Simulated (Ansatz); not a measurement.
Crystal: MnO.

```
Mn O
1.0
     0.00000    2.22391    2.22391
     2.22391    0.00000    2.22391
     2.22391    2.22391    0.00000
Mn O
1 1
Direct
  0.00000 0.00000 0.00000
  0.50000 0.50000 0.50000
```

The cell is a database's computed one.

Program: Ansatz 0.2.0. Alike in all runs: potentials or basis Ansatz PAW; spin collinear, ferromagnetic start; cell as given. Hardware: 2 threads of Arm Neoverse V1, on a shared host.

Task: Order these runs on this cell by their wall time, lowest first.
A. task band structure; level r2SCAN; k mesh 10 × 10 × 10; cutoff (eV) 500; smearing fermi-dirac 0.05 eV; points for each segment of the path 14; mesh quality not flagged
B. task single point; level PBE; k mesh 10 × 10 × 10; cutoff (eV) 420; smearing gaussian 0.016 eV; mesh quality not flagged
C. task band structure; level r2SCANh; k mesh 5 × 5 × 5; cutoff (eV) 500; smearing fermi-dirac 0.05 eV; points for each segment of the path 4; mesh quality coarse

Result: B (2.3 s), A (6 s), C (150 s).

Caveats: some runs use coarse meshes; a cell with one magnetic atom can't hold antiferromagnetic order, which such compounds often take; the magnetic or orbital state may not be the lowest (some runs).
